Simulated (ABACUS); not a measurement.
# GaAs (F-43m) in ABACUS: notebook

Aim: see how the results for GaAs move with the level of theory and the settings. Levels: r2SCAN, MS2. Tasks: single point, relaxation of cell and atoms.

Program: ABACUS 3.10.1. These are calculated values, not measurements. Logs are shortened: lines on timing, memory, paths and dates and some standing lists are left out, and cuts for length are marked.

**What was measured.**

From “Evidence of valence band perturbations in GaAsN/GaAs(001): A combined variable-angle spectroscopic ellipsometry and modulated photoreflectance investigation”, 2008, arxiv:0805.2212, for a bulk crystal of GaAs at 300 K: band gap 1.412 ± 0.01 eV (direct).

The runs below are set against these values where they give the same quantity.

**1. Starting point**

The structure is cubic, space group F-43m (No. 216). Conventional cell: a = 5.654 Å, b = 5.654 Å, c = 5.654 Å, α = 90.00°, β = 90.00°, γ = 90.00°. Around As (site symmetry -43m) lie 4 Ga at 2.45 Å. Ga (site symmetry -43m) has 4 As at 2.45 Å as nearest neighbours.

**2. Single point, r2SCAN**

File run_abacus.py:

```python
"""ABACUS run from a structure file: ASE reads it, the script writes STRU, KPT and INPUT."""
import re
import subprocess
import spglib
from ase import Atoms
from ase.io import read
from ase.units import Bohr

atoms = read("GaAs.cif")
cell, frac, numbers = spglib.standardize_cell((atoms.cell[:], atoms.get_scaled_positions(), atoms.numbers), to_primitive=True, symprec=1e-4)
atoms = Atoms(numbers=numbers, cell=cell, scaled_positions=frac, pbc=True)  # the primitive cell
atoms = atoms[(-atoms.numbers).argsort(kind="stable")]  # ABACUS lists atoms element by element
pseudo = {'As': 'As_ONCV_PBE-1.2.upf', 'Ga': 'Ga_ONCV_PBE-1.2.upf'}
orbital = {}
magmoms = None
kmesh = [5, 5, 5]
params = {
    'suffix': 'GaAs',
    'calculation': 'scf',
    'basis_type': 'pw',
    'pseudo_dir': './',
    'symmetry': 1,
    'dft_functional': 'MGGA_X_R2SCAN+MGGA_C_R2SCAN',
    'ecutwfc': 97,
    'pseudo_rcut': 10,
    'nspin': 1,
    'nbands': 19,
    'ks_solver': 'dav',
    'smearing_method': 'fd',
    'smearing_sigma': 0.00367493,
    'scf_thr': 1e-08,
    'scf_nmax': 100,
    'mixing_type': 'broyden',
    'mixing_beta': 0.7,
    'cal_force': 1,
    'cal_stress': 1,
    'mixing_tau': 1,
    'out_chg': 1,
    'kpar': 4,
}

symbols = atoms.get_chemical_symbols()
elements = list(dict.fromkeys(symbols))
lines = ["ATOMIC_SPECIES"] + [f"{e} {atoms.get_masses()[symbols.index(e)]:.4f} {pseudo[e]}" for e in elements]
if orbital:
    lines += ["", "NUMERICAL_ORBITAL"] + [orbital[e] for e in elements]
lines += ["", "LATTICE_CONSTANT", f"{1 / Bohr:.10f}", "", "LATTICE_VECTORS"]
lines += [" ".join(f"{x:.10f}" for x in v) for v in atoms.cell]
lines += ["", "ATOMIC_POSITIONS", "Direct"]
for e in elements:
    lines += ["", e, "0.0", str(symbols.count(e))]
    for i, p in enumerate(atoms.get_scaled_positions(wrap=False)):
        if symbols[i] == e:
            mag = "" if magmoms is None else " mag " + " ".join(str(x) for x in (magmoms[i] if isinstance(magmoms[i], list) else [magmoms[i]]))
            lines.append(" ".join(f"{x:.10f}" for x in p) + " 1 1 1" + mag)
open("STRU", "w").write("\n".join(lines) + "\n")
open("KPT", "w").write("K_POINTS\n0\nGamma\n%d %d %d 0 0 0\n" % tuple(kmesh))
open("INPUT", "w").write("INPUT_PARAMETERS\n" + "".join(f"{k:<20s}{v}\n" for k, v in params.items()))

done = subprocess.run(['mpirun', '-np', '4', 'abacus'])
if done.returncode:
    raise SystemExit(done.returncode)
log = open("OUT.GaAs/running_scf.log").read()
print("final energy (eV):", re.findall(r"FINAL_ETOT_IS (\S+)", log))
```

File GaAs.cif:

```cif
data_GaAs
_cell_length_a 5.65370000
_cell_length_b 5.65370000
_cell_length_c 5.65370000
_cell_angle_alpha 90.00000000
_cell_angle_beta 90.00000000
_cell_angle_gamma 90.00000000
_space_group_name_H-M_alt 'F-43m'
_space_group_name_Hall 'F -4 2 3'
_space_group_IT_number 216
loop_
_space_group_symop_operation_xyz
'x,y,z'
'y,-x,-z'
'-x,-y,z'
'-y,x,-z'
'x,-y,-z'
'y,x,z'
'-x,y,-z'
'-y,-x,z'
'z,x,y'
'-z,y,-x'
'z,-x,-y'
'-z,-y,x'
'-z,x,-y'
'z,y,x'
'-z,-x,y'
'z,-y,-x'
'y,z,x'
'-x,-z,y'
'-y,z,-x'
'x,-z,-y'
'-y,-z,x'
'x,z,y'
'y,-z,-x'
'-x,z,-y'
'x,y+1/2,z+1/2'
'y,-x+1/2,-z+1/2'
'-x,-y+1/2,z+1/2'
'-y,x+1/2,-z+1/2'
'x,-y+1/2,-z+1/2'
'y,x+1/2,z+1/2'
'-x,y+1/2,-z+1/2'
'-y,-x+1/2,z+1/2'
'z,x+1/2,y+1/2'
'-z,y+1/2,-x+1/2'
'z,-x+1/2,-y+1/2'
'-z,-y+1/2,x+1/2'
'-z,x+1/2,-y+1/2'
'z,y+1/2,x+1/2'
'-z,-x+1/2,y+1/2'
'z,-y+1/2,-x+1/2'
'y,z+1/2,x+1/2'
'-x,-z+1/2,y+1/2'
'-y,z+1/2,-x+1/2'
'x,-z+1/2,-y+1/2'
'-y,-z+1/2,x+1/2'
'x,z+1/2,y+1/2'
'y,-z+1/2,-x+1/2'
'-x,z+1/2,-y+1/2'
'x+1/2,y,z+1/2'
'y+1/2,-x,-z+1/2'
'-x+1/2,-y,z+1/2'
'-y+1/2,x,-z+1/2'
'x+1/2,-y,-z+1/2'
'y+1/2,x,z+1/2'
'-x+1/2,y,-z+1/2'
'-y+1/2,-x,z+1/2'
'z+1/2,x,y+1/2'
'-z+1/2,y,-x+1/2'
'z+1/2,-x,-y+1/2'
'-z+1/2,-y,x+1/2'
'-z+1/2,x,-y+1/2'
'z+1/2,y,x+1/2'
'-z+1/2,-x,y+1/2'
'z+1/2,-y,-x+1/2'
'y+1/2,z,x+1/2'
'-x+1/2,-z,y+1/2'
'-y+1/2,z,-x+1/2'
'x+1/2,-z,-y+1/2'
'-y+1/2,-z,x+1/2'
'x+1/2,z,y+1/2'
'y+1/2,-z,-x+1/2'
'-x+1/2,z,-y+1/2'
'x+1/2,y+1/2,z'
'y+1/2,-x+1/2,-z'
'-x+1/2,-y+1/2,z'
'-y+1/2,x+1/2,-z'
'x+1/2,-y+1/2,-z'
'y+1/2,x+1/2,z'
'-x+1/2,y+1/2,-z'
'-y+1/2,-x+1/2,z'
'z+1/2,x+1/2,y'
'-z+1/2,y+1/2,-x'
'z+1/2,-x+1/2,-y'
'-z+1/2,-y+1/2,x'
'-z+1/2,x+1/2,-y'
'z+1/2,y+1/2,x'
'-z+1/2,-x+1/2,y'
'z+1/2,-y+1/2,-x'
'y+1/2,z+1/2,x'
'-x+1/2,-z+1/2,y'
'-y+1/2,z+1/2,-x'
'x+1/2,-z+1/2,-y'
'-y+1/2,-z+1/2,x'
'x+1/2,z+1/2,y'
'y+1/2,-z+1/2,-x'
'-x+1/2,z+1/2,-y'
loop_
_atom_site_label
_atom_site_type_symbol
_atom_site_symmetry_multiplicity
_atom_site_Wyckoff_symbol
_atom_site_fract_x
_atom_site_fract_y
_atom_site_fract_z
_atom_site_occupancy
As1 As 4 c 0.2500000000 0.2500000000 0.2500000000 1
Ga1 Ga 4 a 0.0000000000 0.0000000000 0.0000000000 1
```

Potentials or basis: SG15 ONCV 1.2 PBE, plane waves.

On the command line:

```
$ OMP_NUM_THREADS=1 python run_abacus.py > log
```

running log:

```text
ABACUS v3.10.1

               Atomic-orbital Based Ab-initio Computation at UStc

 ------------------------------------------------------------------------------------

 READING GENERAL INFORMATION
                           global_out_dir = OUT.GaAs/
                           global_in_card = INPUT
                               pseudo_dir = ./
                              orbital_dir =
                                    DSIZE = 4
                                    GSIZE = 1

 READING UNITCELL INFORMATION
                                    ntype = 2
                  lattice constant (Bohr) = 1.88973
              lattice constant (Angstrom) = 1

 READING ATOM TYPE 1
                               atom label = As
                      L=0, number of zeta = 1
                      L=1, number of zeta = 1
                      L=2, number of zeta = 1
             number of atom for this type = 1

 READING ATOM TYPE 2
                               atom label = Ga
                      L=0, number of zeta = 1
                      L=1, number of zeta = 1
                      L=2, number of zeta = 1
             number of atom for this type = 1

                        TOTAL ATOM NUMBER = 2
DIRECT COORDINATES
    atom                   x                   y                   z     mag                  vx                  vy                  vz
taud_As1            0.2500000000        0.2500000000        0.2500000000  0.0000        0.0000000000        0.0000000000        0.0000000000
taud_Ga1            0.0000000000        0.0000000000        0.0000000000  0.0000        0.0000000000        0.0000000000        0.0000000000

                          Volume (Bohr^3) = 304.884
                             Volume (A^3) = 45.1791

 Lattice vectors: (Cartesian coordinate: in unit of a_0)
                   +0            +2.82685            +2.82685
             +2.82685                  +0            +2.82685
             +2.82685            +2.82685                  +0
 Reciprocal vectors: (Cartesian coordinate: in unit of 2 pi/a_0)
            -0.176875           +0.176875           +0.176875
            +0.176875           -0.176875           +0.176875
            +0.176875           +0.176875           -0.176875
 The esolver type has been set to : ksdft_pw

                PAO radial cut off (Bohr) = 10

 Read in pseudopotential file is As_ONCV_PBE-1.2.upf
                     pseudopotential type = NC
          exchange-correlation functional = PBE
                 nonlocal core correction = 0
                        valence electrons = 5
                                     lmax = 2
                           number of zeta = 0
                     number of projectors = 6
                           L of projector = 0
                           L of projector = 0
                           L of projector = 1
                           L of projector = 1
                           L of projector = 2
                           L of projector = 2
 XC functional updated to : MGGA_X_R2SCAN+MGGA_C_R2SCAN
          exchange-correlation functional = MGGA_X_R2SCAN+MGGA_C_R2SCAN
                PAO radial cut off (Bohr) = 10

 Read in pseudopotential file is Ga_ONCV_PBE-1.2.upf
                     pseudopotential type = NC
          exchange-correlation functional = PBE
                 nonlocal core correction = 0
                        valence electrons = 13
                                     lmax = 2
                           number of zeta = 0
                     number of projectors = 6
                           L of projector = 0
                           L of projector = 0
                           L of projector = 1
                           L of projector = 1
                           L of projector = 2
                           L of projector = 2
 XC functional updated to : MGGA_X_R2SCAN+MGGA_C_R2SCAN
          exchange-correlation functional = MGGA_X_R2SCAN+MGGA_C_R2SCAN
[... 118 lines left out ...]
       9 -0.20000000  0.40000000  0.40000000  0.0960      13
      10 -0.40000000  0.40000000  0.20000000  0.1920      38

                               nkstot now = 10
[... K-POINTS DIRECT COORDINATES: 10 rows ...]

           k-point number in this process = 3
       minimum distributed K point number = 2
[... stars of the k points ...]

[... K-POINTS CARTESIAN COORDINATES: 3 rows ...]

[... K-POINTS DIRECT COORDINATES: 3 rows ...]

 SETUP PLANE WAVES FOR WAVE FUNCTIONS
     energy cutoff for wavefunc (unit:Ry) = 97
              fft grid for wave functions = [ 48, 48, 48 ]
                    number of plane waves = 5601
                         number of sticks = 421

 PARALLEL PW FOR WAVE FUNCTIONS
     PROC   COLUMNS(POT)             PW
        1            421           5601
 --------------- sum -------------------
        1            421           5601

 SETUP NONLOCAL PSEUDOPOTENTIALS IN PLANE WAVE BASIS
 As non-local projectors:
 projector 1 L=0
 projector 2 L=0
 projector 3 L=1
 projector 4 L=1
 projector 5 L=2
 projector 6 L=2
 Ga non-local projectors:
 projector 1 L=0
 projector 2 L=0
 projector 3 L=1
 projector 4 L=1
 projector 5 L=2
 projector 6 L=2
      TOTAL NUMBER OF NONLOCAL PROJECTORS = 36

 Init Non-Local PseudoPotential table :
 Init Non-Local-Pseudopotential done.

                                     npwx = 4957

 -------------------------------------------
 SELF-CONSISTENT
 -------------------------------------------
                                 init_chg = atomic

 PW ALGORITHM --------------- ION=   1  ELEC=   1--------------------------------

 Notice: Threshold on eigenvalues was too large.
 hsover_error=0.18 > DRHO=0.0960386
 Origin diag ethr = 0.01
 New diag ethr = 0.000533548

 Density error is 0.0897997552073
                          Error Threshold = 0.000533547596866
----------------------------------------------------------
     Energy           Rydberg                 eV
----------------------------------------------------------
 E_KohnSham     -142.7278443902      -1941.9119469644
 E_Harris       -143.3174501615      -1949.9339450280
 E_Fermi        0.5075499248         6.9055709962
----------------------------------------------------------
[... 63 lines left out ...]
 Density error is 2.36768882278e-09
                          Error Threshold = 1.61926542206e-09
----------------------------------------------------------
     Energy           Rydberg                 eV
----------------------------------------------------------
 E_KohnSham     -142.8403437617      -1943.4425794378
 E_KS(sigma->0) -142.8403419098      -1943.4425542410
 E_Harris       -142.8401994668      -1943.4406162052
 E_band         -4.7072377291        -64.0452549568
 E_one_elec     -82.5323054951       -1122.9096238103
 E_Hartree      52.7343324161        717.4874010850
 E_xc           -20.0322517148       -272.5527670912
 E_Ewald        -93.0101152640       -1265.4675392276
 E_entropy(-TS) -0.0000037039        -0.0000503938
 E_descf        0.0000000000         0.0000000000
 E_exx          0.0000000000         0.0000000000
 E_Fermi        0.5413531938         7.3654880664
----------------------------------------------------------

 charge density convergence is achieved
 final etot is -1943.4425794 eV
 EFERMI = 7.3654880664 eV

 STATE ENERGY(eV) AND OCCUPATIONS    NSPIN == 1
 1/3 kpoint (Cartesian) = 0.0000 0.0000 0.0000 (4957 pws)
       1       -7.62945      0.0160000
       2       -7.62945      0.0160000
       3       -7.62945      0.0160000
       4       -7.53136      0.0160000
       5       -7.53136      0.0160000
       6       -6.34073      0.0160000
[... 53 lines left out ...]
      18        22.7817        0.00000
      19        22.7817        0.00000

------------------------------------------------------------------------------------------
 TOTAL-FORCE (eV/Angstrom)
------------------------------------------------------------------------------------------
                       As1         0.0000000000         0.0000000000         0.0000000000
                       Ga1         0.0000000000         0.0000000000         0.0000000000
------------------------------------------------------------------------------------------

----------------------------------------------------------------
 TOTAL-STRESS (KBAR)
----------------------------------------------------------------
        -1.4665484749         0.0000000000         0.0000000000
         0.0000000000        -1.4665484749         0.0000000000
         0.0000000000         0.0000000000        -1.4665484749
----------------------------------------------------------------
 TOTAL-PRESSURE: -1.466548 KBAR

 --------------------------------------------
 !FINAL_ETOT_IS -1943.4425794378275896 eV
 --------------------------------------------
```

Run time: 20 s. Hardware: 4 MPI ranks of Intel Xeon Platinum 8488C (Sapphire Rapids), shared host; peak memory 0.44 GiB.

Results:

```yaml
Free_energy: -1943.4426 eV
Pressure: -0.1 GPa
Band_gap_on_the_k_mesh: 0.59 eV, direct
```

Caveat: the potentials were made for another functional, which shifts forces and pressure.

**3. Relaxation of cell and atoms, r2SCAN**

File INPUT:

```
INPUT_PARAMETERS
suffix              GaAs
calculation         cell-relax
basis_type          pw
pseudo_dir          ./
symmetry            1
dft_functional      MGGA_X_R2SCAN+MGGA_C_R2SCAN
ecutwfc             97
pseudo_rcut         10
nspin               1
nbands              13
ks_solver           dav
smearing_method     fd
smearing_sigma      0.00367493
scf_thr             1e-08
scf_nmax            100
mixing_type         broyden
mixing_beta         0.7
cal_force           1
cal_stress          1
mixing_tau          1
relax_nmax          60
force_thr_ev        0.005
relax_method        cg
out_stru            1
stress_thr          0.5
kpar                4
```

File STRU:

```
ATOMIC_SPECIES
As 74.9216 As_ONCV_PBE-1.2.upf
Ga 69.7230 Ga_ONCV_PBE-1.2.upf

LATTICE_CONSTANT
1.8897261246

LATTICE_VECTORS
0.0000000000 2.8268500000 2.8268500000
2.8268500000 0.0000000000 2.8268500000
2.8268500000 2.8268500000 0.0000000000

ATOMIC_POSITIONS
Direct

As
0.0
1
0.7500000000 0.7500000000 0.7500000000 1 1 1

Ga
0.0
1
0.0000000000 0.0000000000 0.0000000000 1 1 1
```

File KPT:

```
K_POINTS
0
Gamma
5 5 5 0 0 0
```

Potentials or basis: SG15 ONCV 1.2 PBE, plane waves.

On the command line:

```
$ OMP_NUM_THREADS=1 mpirun -np 4 abacus > log
```

Run time: 21 s. Hardware: 4 MPI ranks of Intel Xeon Platinum 8488C (Sapphire Rapids), shared host; peak memory 0.48 GiB.

It converged, with:

```
Free energy                            : -1943.4426 eV
Relaxed volume                         : 22.54 Å³/atom
Relaxed cell                           : a = 3.995 Å, b = 3.995 Å, c = 3.995 Å, α = 60.00°, β = 60.00°, γ = 60.00°
Space group after relaxing (to 0.05 Å) : F-43m (No. 216)
Energy gained by relaxing              : 0.0 meV/atom
Ionic steps                            : 3
Pressure after relaxing                : 0.0 GPa
Band gap on the k mesh                 : 0.61 eV, direct
```

Final structure:
```
As Ga
1.0
     0.00000    2.82498    2.82498
     2.82498    0.00000    2.82498
     2.82498    2.82498    0.00000
As Ga
1 1
Direct
  0.75000 0.75000 0.75000
  0.00000 0.00000 0.00000
```

Levels at points of the mesh, in eV from the valence-band top:
```tsv
k point	band 7	band 8	band 9	band 10	band 11	band 12
(0.00, 0.00, 0.00)	0.00	0.00	0.00	0.61	3.88	3.88
```

Caveat: the potentials were made for another functional, which shifts forces and pressure.

**4. Single point, MS2**

File INPUT:

```
INPUT_PARAMETERS
suffix              GaAs
calculation         scf
basis_type          pw
pseudo_dir          ./
latname             fcc
symmetry            1
dft_functional      MGGA_X_MS2+GGA_C_REGTPSS
ecutwfc             97
pseudo_rcut         10
nspin               1
nbands              19
ks_solver           dav
smearing_method     fd
smearing_sigma      0.00367493
scf_thr             1e-08
scf_nmax            100
mixing_type         broyden
mixing_beta         0.7
cal_force           1
cal_stress          1
mixing_tau          1
out_chg             1
out_pot             2
out_elf             1
```

File STRU:

```
ATOMIC_SPECIES
As 74.9216 As_ONCV_PBE-1.2.upf
Ga 69.7230 Ga_ONCV_PBE-1.2.upf

LATTICE_CONSTANT
10.6839445908

ATOMIC_POSITIONS
Direct

As
0.0
1
0.2500000000 0.2500000000 0.2500000000 1 1 1

Ga
0.0
1
0.0000000000 0.0000000000 0.0000000000 1 1 1
```

KPT is that of step 3.

On the command line:

```
$ OMP_NUM_THREADS=1 mpirun -np 4 abacus > log
```

It took 9.1 s on 4 MPI ranks of AMD EPYC 9R45 (Zen 5), shared host; peak memory 0.28 GiB.

The run converged, but a check on its numbers failed (symmetry, net force, bounds or a known fault of this set-up), so they aren't taken as properties of the crystal.

Caveat: a pressure of tens of GPa on the cell as given is suspect, and the run, the potentials or the cell itself is likely at fault; the potentials were made for another functional, which shifts forces and pressure; an odd mesh through Γ misses points on the zone boundary, where band edges often lie.

**5. Against experiment**

Step 2. A measured gap of GaAs is 1.412 eV (direct; 300 K; “Evidence of valence band perturbations in GaAsN/GaAs(001): A combined variable-angle spectroscopic ellipsometry and modulated photoreflectance investigation”, 2008, arxiv:0805.2212); the calculated 0.59 eV misses it by -0.82 eV. 3 values of this kind are on record (1.412 to 1.51 eV); this one was drawn at random among those near their median, those with a stated uncertainty first. Spin-orbit coupling on As, Ga is left out. The value is that of r2SCAN, without temperature or zero-point motion.
